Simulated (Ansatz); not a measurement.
Pressure series of MgTe (F-43m)

```
Mg Te
1.0
     3.21941    3.21941    0.00000
    -3.21941    3.21941    0.00000
     0.00000    3.21941    3.21941
Mg Te
1 1
Direct
  0.00000 0.00000 0.00000
  0.25000 0.75000 0.50000
```

This is the zero-pressure cell under PBEsol. Cell and atoms are relaxed by PAW (default files of Ansatz 0.2.0, cutoff 420 eV, stress met within about 0.05 GPa) at each pressure, in this structure whether or not another phase would take over; P is the pressure reached, less that of this cell. Levels come from PBEsol, all-electron LAPW in Ansatz 0.2.0, with spin-orbit coupling; k mesh 6×6×6, fixed occupations, basis error target 0.5 meV/atom. Conduction levels are in eV over the valence top (at Γ), at fixed fractional wave vectors. Zone-centre phonons come from finite displacements by PAW, without the LO-TO term.

| P (GPa) | V/V₀ | Γ | X | L | T2 TO (cm⁻¹) |
| --- | --- | --- | --- | --- | --- |
| -2.02 | 1.0660 | 1.817 | 2.531 | 2.758 | 215.5 |
| 0.00 | 1.0000 | 2.081 | 2.439 | 2.907 | 237.8 |
| 2.00 | ? | ? | ? | ? | ? |
| 3.97 | 0.9133 | 2.483 | 2.286 | 3.119 | 271.2 |
| 7.00 | 0.8664 | 2.730 | 2.184 | 3.243 | 291.8 |
| 9.96 | 0.8297 | 2.941 | 2.092 | 3.345 | 309.4 |
| 14.98 | 0.7805 | 3.250 | 1.950 | 3.492 | 335.1 |

Task: Fit the third-order Birch-Murnaghan equation to the rows shown.

Result: With f = [(V₀/V)^(2/3) − 1]/2, the normalised pressure F = P/[3f(1 + 2f)^(5/2)] is 35.9 GPa at f = -0.0209, 36.5 GPa at f = 0.0312, 36.6 GPa at f = 0.0501, 36.7 GPa at f = 0.0663, 36.8 GPa at f = 0.0898. The line F = B₀[1 + (3/2)(B′ − 4)f] gives B₀ = 36.2 GPa and B′ = 4.1.

Task: What are the volume deformation potentials and pressure coefficients of these levels at zero pressure?

Result: 

```csv
level,dE/dlnV (eV),dE/dP = −(dE/dlnV)/B₀ (meV/GPa),mean slope up to 4.0 GPa (meV/GPa)
Γ,-4.25,117.6,101.0
X,1.53,-42.4,-38.5
L,-2.33,64.4,53.3
```

dE/dlnV is the slope of a cubic fit in ln V at V₀. The last column is read from two rows and shows how the slope bends with pressure.

Task: What mode Grüneisen parameters follow?

Result: γ = −d ln ω/d ln V at V₀ from a quadratic fit in ln V: T2 1.50.

Task: What belongs in the row at 2.00 GPa?

Result: The fits give V/V₀ = 0.9514 and Γ = 2.298 eV. Computed: V/V₀ = 0.9516, Γ = 2.297, X = 2.359, L = 3.022, T2 TO (cm⁻¹) = 255.8.

Task: Where does the lowest conduction level change its place?

Result: From Γ to X near 2.5 GPa, by linear interpolation between the computed rows. Errors in the spacing of the valleys shift these pressures.

Limits of these numbers: this zinc-blende form is metastable at ambient conditions; no other phase was computed; many crystals of this kind change structure within this range, and rows or crossings beyond such a change describe a metastable lattice; the frozen-core PAW files of the relaxations were fitted under PBE, their cores solved anew for this functional; semilocal gaps are low, and the spacing of valleys can be off by tenths of an eV; levels are read at fixed fractional k, so an edge that moves off these points is missed.
